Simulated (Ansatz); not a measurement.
One structure type, several compounds

Computed with DFT, PBE, all-electron LAPW, scalar-relativistic in Ansatz 0.2.0.

All compounds have space group Pm-3m with 1 atom in the primitive cell. V0, B0 and B0′ come from third-order Birch–Murnaghan fits to pressures at five volumes, with shape and internal coordinates held; prototypes and MP cells needn't be known phases. No run is spin-polarised.

Where a row has no spin, whether a magnetic state lies lower isn't shown here.

No spin–orbit coupling, which matters for the heavy atoms here.

Pd: Pd 1a (0.000 0.000 0.000); sc type, relaxed by us; 13×13×13 mesh, smearing 0.03 eV; no spin
Mo: Mo 1a (0.000 0.000 0.000); sc type, relaxed by us; 12×12×12 mesh, smearing 0.03 eV; no spin
Pb: Pb 1a (0.000 0.000 0.000); sc type, relaxed by us; 11×11×11 mesh, smearing 0.08 eV; no spin
Ga: Ga 1a (0.000 0.000 0.000); sc type, relaxed by us; 16×16×16 mesh, smearing 0.08 eV; no spin
Ag: Ag 1a (0.000 0.000 0.000); sc type, relaxed by us; 12×12×12 mesh, smearing 0.05 eV; no spin
Rb: Rb 1a (0.000 0.000 0.000); sc type, relaxed by us; 10×10×10 mesh, smearing 0.08 eV; no spin

(1) Order the compounds by bulk modulus, lowest first.
A. Ag
B. Ga
C. Mo
D. Pb
E. Pd
F. Rb

Results:

(1) F (2 GPa), D (35 GPa), B (47 GPa), A (66 GPa), E (122 GPa), C (193 GPa).
